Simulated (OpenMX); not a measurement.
Ag:

```xyz
1
Lattice="0.0000 2.0427 2.0427 2.0427 0.0000 2.0427 2.0427 2.0427 0.0000" Properties=species:S:1:pos:R:3 pbc="T T T"
Ag    0.0000    0.0000    0.0000
```

Base run:

```yaml
Program: OpenMX 3.8.5
Functional: LDA
Potentials_or_basis: OpenMX 2013 LDA set, Ag7.0-s3p2d2, grid cutoff 400 Ry
k_mesh: 9 × 9 × 9
Occupations: fermi-dirac, width 0.05 eV
Spin: no spin polarisation
```

Its results: pressure -5.0 GPa.

Problem. The run is repeated on the same cell with these changes: functional from LDA to PBE; potentials or basis from OpenMX 2013 LDA set, Ag7.0-s3p2d2, grid cutoff 400 Ry to OpenMX 2013 PBE set, Ag7.0-s3p2d2, grid cutoff 400 Ry. What comes out?

Solution. Pressure 7.7 GPa.

Caveats: the basis of atomic orbitals isn't converged, which shifts pressures, moduli and gaps.
